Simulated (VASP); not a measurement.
TiSi, 8 atoms in the cell. It takes space group I4_1/amd (No. 141, tetragonal). Conventional cell: a = 3.567 Å, b = 3.567 Å, c = 18.814 Å, α = 90.00°, β = 90.00°, γ = 90.00°. Around Ti (site symmetry 2mm) lie 7 Si at 2.56 to 2.79 Å. Around Si (site symmetry 2mm) lie 2 Si at 2.38 Å and 5 Ti at 2.56 to 2.58 Å. The cell was built by a generator and needn't be a form met in nature.

- Program: VASP 6.6.1
- Task: relaxation of cell and atoms
- Functional: PBE
- Potentials or basis: VASP PAW PBE potentials, release 64 (Ti_sv, Si)
- Cutoff: 520 eV
- k mesh: 12 × 12 × 12
- Occupations: gaussian, width 0.1 eV
- Spin: no spin polarisation
- Further INCAR settings: ALGO = Normal; EDIFF = 1e-07; IBRION = 2; POTIM = 0.3; EDIFFG = -0.005; NSW = 60; ISIF = 3

Potentials or basis: VASP PAW PBE potentials, release 64 (Ti_sv, Si).

Launch:

```sh
$ cat potpaw_PBE.64/Ti_sv/POTCAR potpaw_PBE.64/Si/POTCAR > POTCAR
$ mpirun -np 8 vasp_std > vasp.out
```

Hardware: 8 MPI ranks on Intel(R) Xeon(R) 6975P-C (Granite Rapids), on a shared host.

**Question.** Estimate the wall time of this run.

**Answer.** Run time: 8.6 min on 8 MPI ranks on Intel(R) Xeon(R) 6975P-C (Granite Rapids) (shared host), peak memory 1.2 GiB a rank. Counts: scf iterations 21, k points 163, ion steps 2.
